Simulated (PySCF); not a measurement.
Set up this calculation in PySCF 2.14.0, as a Python script.

| Item | Value |
| --- | --- |
| Task | density of states |
| Functional | PBEsol |
| Potentials or basis | DZVP-MOLOPT-SR/GTH-PBE (potentials made for PBE) |
| k mesh | 6 × 6 × 3 |
| Occupations | fermi-dirac, width 0.05 eV |
| Spin | no spin polarisation |
| Symmetry | yes |
| Density cutoff | 50 Ha |
| Exponents discarded below (exp_to_discard) | 0.02 1/bohr^2 |
| Potentials | Se GTH-PBE-q6, Sn GTH-PBE-q4 |
| Gaussian width of the DOS | 0.15 eV |
| conv_tol | 1e-07 Ha |
| max_cycle | 60 |
| Coulomb method | multigrid |

The system is SnSe, a slab with vacuum.

```
Sn Se
1.0
     4.28533    0.00000    0.00000
     0.00000    4.28533    0.00000
     0.00000    0.00000   10.99069
Sn Se
2 2
Direct
  0.00000 0.50000 0.62777
  0.50000 0.00000 0.37223
  0.00000 0.50000 0.38396
  0.50000 0.00000 0.61604
```

These files were run (other wordings do the same):

run.py

```python
import json
import numpy as np
from pyscf.pbc import gto, scf, dft, df

cell = gto.Cell()
cell.a = '''
  4.2853274191    0.0000000000    0.0000000000
  0.0000000000    4.2853274191    0.0000000000
  0.0000000000    0.0000000000   10.9906921300'''
cell.atom = '''
Sn   0.0000000000    2.1426637096    6.8996365802
Sn   2.1426637096    0.0000000000    4.0910555498
Se   0.0000000000    2.1426637096    4.2199917555
Se   2.1426637096    0.0000000000    6.7707003745'''
cell.unit = 'A'
cell.basis = {'Se': 'DZVP-MOLOPT-SR-GTH-q6', 'Sn': 'DZVP-MOLOPT-SR-GTH-q4'}
cell.pseudo = {'Se': 'GTH-PBE-q6', 'Sn': 'GTH-PBE-q4'}
cell.ke_cutoff = 50  # hartree
cell.exp_to_discard = 0.02
cell.precision = 1e-08
cell.space_group_symmetry = True
cell.symmorphic = False
cell.max_memory = 2940  # MB
cell.verbose = 4
cell.build()

res = {}
kpts = cell.make_kpts([6, 6, 3], space_group_symmetry=True, time_reversal_symmetry=True)
cell.space_group_symmetry = False  # the mesh holds the operations; no search on the supercells of the integral code
mf = dft.KRKS(cell, kpts, xc='pbesol')
mf = mf.multigrid_numint()
mf = mf.smearing(sigma=0.00183747, method='fermi')  # hartree
mf.conv_tol = 1e-07
mf.max_cycle = 60

mf.kernel()
res.update(converged=bool(mf.converged), e_tot=mf.e_tot, nelec=cell.nelectron, nao=cell.nao, mesh=list(map(int, cell.mesh)), a=cell.lattice_vectors().tolist(), coords=cell.atom_coords().tolist(),
           mo_energy=[np.real(x).tolist() for x in mf.mo_energy], mo_occ=[np.real(x).tolist() for x in mf.mo_occ])
res.update(e_free=mf.e_free, e_zero=mf.e_zero)
res.update(kpts=kpts.kpts_scaled_ibz.tolist(), weights=kpts.weights_ibz.tolist())
res['parts'] = {k: float(np.real(v)) for k, v in mf.scf_summary.items() if np.isscalar(v)}
json.dump(res, open('results.json', 'w'))
if not mf.converged:
    raise SystemExit('SCF not converged')

print('levels (eV)')
for i, kp in enumerate(res['kpts'][:40]):
    print('k %7.4f %7.4f %7.4f  ' % tuple(kp), ' '.join('%.3f' % (x * 27.211386) for x in res['mo_energy'][i][:15]))

mf = mf.to_khf()  # unfold to the whole mesh
kpts = mf.kpts
# Mulliken populations
dm, s = np.asarray(mf.make_rdm1()), np.asarray(mf.get_ovlp())
sites = cell.aoslice_by_atom()[:, 2:]
tot = np.einsum('kij,kji->i', dm, s).real / len(kpts)
res['mulliken'] = [cell.atom_charge(i) - tot[a0:a1].sum() for i, (a0, a1) in enumerate(sites)]
print('Mulliken charges', np.round(res['mulliken'], 5))

# density of states, Gaussians of 0.15 eV
e = np.asarray(mf.mo_energy).real.reshape(1, -1) * 27.211386
ef = mf.get_fermi()
ef = np.max(ef) * 27.211386
x = np.arange(-15, 10.01, 0.1) + round(ef, 1)
dos = np.exp(-((x[:, None, None] - e) / 0.15) ** 2 / 2).sum(-1).T / (0.15 * np.sqrt(2 * np.pi) * len(kpts)) * 2
res.update(dos_e=x.tolist(), dos=dos.tolist())
for a, b in zip(x[::5], dos.T[::5]):
    print('%8.2f' % a, ' '.join('%9.4f' % y for y in b))

# density on a uniform mesh
grids = dft.gen_grid.UniformGrids(cell)
grids.mesh = [23, 23, 57]
grids.build()
ni = dft.numint.KNumInt()
rho = [ni.get_rho(cell, x, grids, kpts) for x in [dm]]
np.save('rho.npy', np.reshape(rho, (-1, *grids.mesh)))
res['done'] = True
json.dump(res, open('results.json', 'w'))
```

Potentials or basis: DZVP-MOLOPT-SR/GTH-PBE (potentials made for PBE).

Launch:

```sh
$ OMP_NUM_THREADS=2 python -u run.py > log
```

It gave:

The band gap on the k mesh is 1.50 eV, direct and the mulliken charges are Sn +0.43; Se -0.43 e.

Caveat: Mulliken charges move with the basis; spin-orbit coupling is left out, which moves the levels of the heavy elements; the basis of atomic orbitals isn't converged, which shifts pressures, moduli and gaps.

Wall time 71 s on 2 threads of Intel(R) Xeon(R) Processor @ 2.50GHz (Skylake/Cascade Lake), with other jobs on the host, peak memory 2 GiB.
